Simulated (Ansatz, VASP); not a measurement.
**Two plane-wave programs on Ru**

The input INCAR:

```
SYSTEM = Ru
ALGO     = Fast           ! electronic algorithm
EDIFF    = 1E-6           ! SCF threshold, eV
ENCUT    = 520            ! plane-wave cutoff, eV
GGA      = PS             ! functional
ISIF     = 2              ! what is computed and relaxed
ISMEAR   = 0              ! smearing method
LASPH    = .TRUE.         ! aspherical terms in the spheres
LCHARG   = .TRUE.         ! write CHGCAR
LELF     = .TRUE.         ! ELF
LREAL    = .FALSE.        ! projectors in reciprocal space
LVHAR    = .TRUE.       
LWAVE    = .FALSE.        ! write WAVECAR
NBANDS   = 21             ! bands
NELM     = 60             ! most SCF steps
PREC     = Accurate       ! precision mode
SIGMA    = 0.15           ! smearing width, eV
```

Contents of KPOINTS:

```
k-points
0
G
  21 21 12
  0 0 0
```

POSCAR

```
Ru
1.0
    2.7458501160      0.0000000000      0.0000000000
   -1.3729250580      2.3779759555      0.0000000000
    0.0000000000      0.0000000000      4.3411770308
Ru
2
Direct
    0.3333333333      0.6666666667      0.2500000000
    0.6666666667      0.3333333333      0.7500000000
```

Input for Ansatz:

```yaml
crystal:
  lattice:
    - [2.745850116, 0.0, 0.0]
    - [-1.372925058, 2.3779759555, 0.0]
    - [0.0, 0.0, 4.3411770308]
  atoms:
    - { symbol: Ru, position: [0.3333333333, 0.6666666667, 0.25] }
    - { symbol: Ru, position: [0.6666666667, 0.3333333333, 0.75] }
basis:
  ecutwfc: 420
kpoints:
  mp_grid: { grid: [21, 21, 12] }
hamiltonian:
  xc: pbesol
  pseudopotentials: { kind: paw, azcp: { folder: soft_1 } }
scf:
  occupations: { method: gaussian, width: 0.15 }
output:
  forces: true
  stress: true
  eigenvalues: true
```

Alike in both runs: task single point; functional PBEsol; k mesh 21 × 21 × 12; occupations gaussian, width 0.15 eV; no spin polarisation.

|  | VASP | Ansatz |
| --- | --- | --- |
| version | VASP 6.6.1 | Ansatz 0.2.0 |
| potentials or method | VASP PAW PBE potentials, release 64 (Ru_pv) | scalar-relativistic, plane waves, PAW |
| plane-wave cutoff (eV) | 520 | 420 |
| valence electrons in the cell | 28 | 32 |

Ansatz gave:

```
gap on the k mesh at the Fermi level (eV)       : none
pressure (GPa)                                  : -18.5
largest component of the traceless stress (GPa) : 1.21
```

**Question.** Estimate VASP's values.

**Answer.** gap on the k mesh at the Fermi level (eV): none; pressure (GPa): -18.6; largest component of the traceless stress (GPa): 1.21.

A gap of «none» marks a metal or a gap that the smearing closes. The two sets of potentials don't hold the same shells in valence. Ansatz warned: «pseudo_functional_mismatch».

Caveats: so large a pressure means that the cell lies far from this level's equilibrium, or that cutoff or potentials fall short (VASP); the potentials were made for another functional, which shifts forces and pressure (VASP).
